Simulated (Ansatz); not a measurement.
All numbers below come from Ansatz 0.2.0, DFT PBE, scalar-relativistic, plane waves, PAW. Settings: cutoff 420 eV, Γ-centred meshes spaced at most about 0.3 Å⁻¹ (2π included), Gaussian smearing. No spin polarisation in the final relaxations.

Energies over the elements count from the elements' standard structures at the same level (O₂ as a molecule), with no fitted energy shifts.

A relaxed structure of ZrSi2O6 has 17.42 Å³/atom, −2.917 eV/atom against the elements, a gap of 5.05 eV on its mesh:

```yaml
crystal:
  lattice:
    - [2.60596, -4.98065, 0.00000]
    - [2.60596, 4.98065, 0.00000]
    - [0.00000, 0.00000, 6.04035]
  atoms:
    - { symbol: Zr, position: [0.50000, 0.50000, 0.00000] }
    - { symbol: Si, position: [0.50000, 0.00000, 0.34476] }
    - { symbol: Si, position: [0.00000, 0.50000, 0.65524] }
    - { symbol: O, position: [0.82336, 0.58742, 0.81039] }
    - { symbol: O, position: [0.22326, 0.77674, 0.50000] }
    - { symbol: O, position: [0.58742, 0.82336, 0.18961] }
    - { symbol: O, position: [0.17664, 0.41258, 0.81039] }
    - { symbol: O, position: [0.77674, 0.22326, 0.50000] }
    - { symbol: O, position: [0.41258, 0.17664, 0.18961] }
```

**Question.** Hf takes the place of Zr on the same sites, and the cell is relaxed. What changes?

**Answer.** HfSi2O6 has a = 5.215 Å, b = 9.899 Å, c = 6.019 Å: 17.26 Å³/atom, −2.929 eV/atom against the elements, a gap of 4.94 eV on its mesh. The volume per atom changes by -0.9 % and the formation energy by -0.013 eV/atom (from unrounded values). The gap narrows by 0.11 eV. Covalent radii: Zr 1.75 Å, Hf 1.75 Å; electronegativities 1.33 and 1.30. Hf has 4 O at 1.95 Å; Si has 4 O at 1.63 Å; O on a site of symmetry 2 has 2 Si at 1.63 Å; O on a site of symmetry 1 has 1 Si at 1.63 Å and 1 Hf at 1.95 Å.

```cif
data_structure
_symmetry_space_group_name_H-M 'P 1'
_symmetry_Int_Tables_number 1
_cell_length_a 5.5943
_cell_length_b 5.5943
_cell_length_c 6.0191
_cell_angle_alpha 90.000
_cell_angle_beta 90.000
_cell_angle_gamma 124.441
_cell_volume 155.35
loop_
_atom_site_label
_atom_site_type_symbol
_atom_site_fract_x
_atom_site_fract_y
_atom_site_fract_z
_atom_site_occupancy
Hf1 Hf 0.50000 0.50000 0.50000 1
Si1 Si 0.00000 0.50000 0.84427 1
Si2 Si 0.50000 0.00000 0.15573 1
O1 O 0.22344 0.77656 0.00000 1
O2 O 0.41104 0.17670 0.31126 1
O3 O 0.17670 0.41104 0.68874 1
O4 O 0.77656 0.22344 0.00000 1
O5 O 0.58896 0.82330 0.31126 1
O6 O 0.82330 0.58896 0.68874 1
```

The two cells were relaxed from separate starts that ended on the same group and sites; neither need be the stable form of its compound. Spin–orbit coupling, which can matter for Hf, is left out. Kohn–Sham gaps at this level usually fall short of measured ones. Cells relaxed within their symmetry can be saddle points; a later kick test found a lower structure for ZrSi2O6 C222 and HfSi2O6 C222.
